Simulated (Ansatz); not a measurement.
SiC: relaxed-ion elastic tensor

Computed with Ansatz, DFT HSE06, scalar-relativistic, plane waves, PAW. Settings: 420 eV plane-wave cutoff, Γ-centred 14×14×14 mesh, Fermi-Dirac smearing of 0.15 eV. No spin polarisation.

The cell is fixed (symmetry leaves no force on the atoms) and stands under 0.2 GPa:
```
C Si
1.0
     0.00000    2.00430    2.00430
     2.00430    0.00000    2.00430
     2.00430    2.00430    0.00000
C Si
1 1
Direct
  0.00000 0.00000 0.00000
  0.50000 0.50000 0.50000
```

The cell is the ideal cubic rocksalt prototype; this isn't the usual structure of the compound. In a metal, frequencies and elastic constants depend on the k mesh and the smearing, soft modes and shear constants most.

**Question.** Give the relaxed-ion elastic constants (GPa, Voigt order xx yy zz yz xz xy, on the axes of the cell above).

**Answer.**
```
509.9 181.3 181.3   0.0   0.0   0.0
181.3 509.9 181.3   0.0   0.0   0.0
181.3 181.3 509.9   0.0   0.0   0.0
  0.0   0.0   0.0 430.9   0.0   0.0
  0.0   0.0   0.0   0.0 430.9   0.0
  0.0   0.0   0.0   0.0   0.0 430.9
```

**Question.** Is the crystal stable against homogeneous strain?

**Answer.** Yes: the least eigenvalue of the tensor is 328.6 GPa.

**Question.** And the moduli of a polycrystal (Hill averages)?

**Answer.** B = 291 GPa, G = 293 GPa, E = 658 GPa, ν = 0.12.

Cost: 1 run of about 25 core-minutes, on Arm Neoverse V2 (shared hosts).